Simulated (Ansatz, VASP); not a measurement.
# One calculation of TiB2, two programs

POSCAR

```
TiB2
1.0
    3.0317364172      0.0000000000      0.0000000000
   -1.5158682086      2.6255607549      0.0000000000
    0.0000000000      0.0000000000      3.2244328080
Ti B
1 2
Direct
    0.0000000000      0.0000000000      0.0000000000
    0.3333333333      0.6666666667      0.5000000000
    0.6666666667      0.3333333333      0.5000000000
```

File INCAR.step1:

```
SYSTEM = TiB2
  PREC = Accurate
  ENCUT = 520
  ISMEAR = 0
  SIGMA = 0.1
  LREAL = .FALSE.
  LASPH = .TRUE.
  NELM = 80
  NBANDS = 16
  GGA = PE
  ALGO = Normal
  EDIFF = 1E-4
  LWAVE = .TRUE.
  LCHARG = .FALSE.
```

INCAR.step2

```
SYSTEM = TiB2
  PREC = Accurate
  ENCUT = 520
  EDIFF = 1E-6
  ISMEAR = 0
  SIGMA = 0.1
  LREAL = .FALSE.
  LASPH = .TRUE.
  NELM = 80
  ALGO = Normal
  ISIF = 2
  LWAVE = .FALSE.
  LCHARG = .FALSE.
  METAGGA = R2SCAN
  LMIXTAU = .TRUE.
  NBANDS = 16
  ISTART = 1
```

Contents of KPOINTS:

```
regular mesh
0
G
  12 12 12
  0 0 0
```

Input for Ansatz:

```yaml
crystal:
  lattice:
    - [3.0317364172, 0.0, 0.0]
    - [-1.5158682086, 2.6255607549, 0.0]
    - [0.0, 0.0, 3.224432808]
  atoms:
    - { symbol: Ti, position: [0.0, 0.0, 0.0] }
    - { symbol: B, position: [0.3333333333, 0.6666666667, 0.5] }
    - { symbol: B, position: [0.6666666667, 0.3333333333, 0.5] }
basis:
  ecutwfc: 500
kpoints:
  mp_grid: { grid: [12, 12, 12] }
  band_path:
    path:
      - [[0.0, 0.0, 0.0], [0.5, 0.0, 0.0], [0.33333333, 0.33333333, 0.0], [0.0, 0.0, 0.0], [0.0, 0.0, 0.5], [0.5, 0.0, 0.5], [0.33333333, 0.33333333, 0.5], [0.0, 0.0, 0.5]]
      - [[0.5, 0.0, 0.5], [0.5, 0.0, 0.0]]
      - [[0.33333333, 0.33333333, 0.5], [0.33333333, 0.33333333, 0.0]]
    npoints: 14
hamiltonian:
  xc: r2scan
scf:
  occupations: { method: gaussian, width: 0.1 }
  n_extra_bands: 7
output:
  forces: true
  stress: true
  eigenvalues: true
  populations: true
  dos: { projected: true, de: 0.02, nscf_kmesh: { grid: [15, 15, 15] } }
  bader: true
  write_density: true
  write_potential: true
  elf: true
  volumetric_format: npy
```

Alike in both runs: task single point; functional r2SCAN; k mesh 12 × 12 × 12; occupations gaussian, width 0.1 eV; no spin polarisation.

```csv
,VASP,Ansatz
version,VASP 6.6.1,Ansatz 0.2.0
potentials or method,"VASP PAW PBE potentials, release 64 (Ti_sv, B)","scalar-relativistic, plane waves, PAW"
plane-wave cutoff (eV),520,500
valence electrons in the cell,18,18
```

VASP gave:

| Item | Value |
| --- | --- |
| gap on the k mesh at the Fermi level (eV) | none |
| pressure (GPa) | -0.6 |
| largest component of the traceless stress (GPa) | 0.91 |

What did Ansatz give for the same quantities?

gap on the k mesh at the Fermi level (eV): none; pressure (GPa): -1.4; largest component of the traceless stress (GPa): 0.79.

A gap of «none» marks a metal or a gap that the smearing closes. The functional is the same, so the differences come from potentials, cutoffs and numerics.

Caveats: the PAW data sets were made with another functional, which shifts forces and pressure a little (VASP).
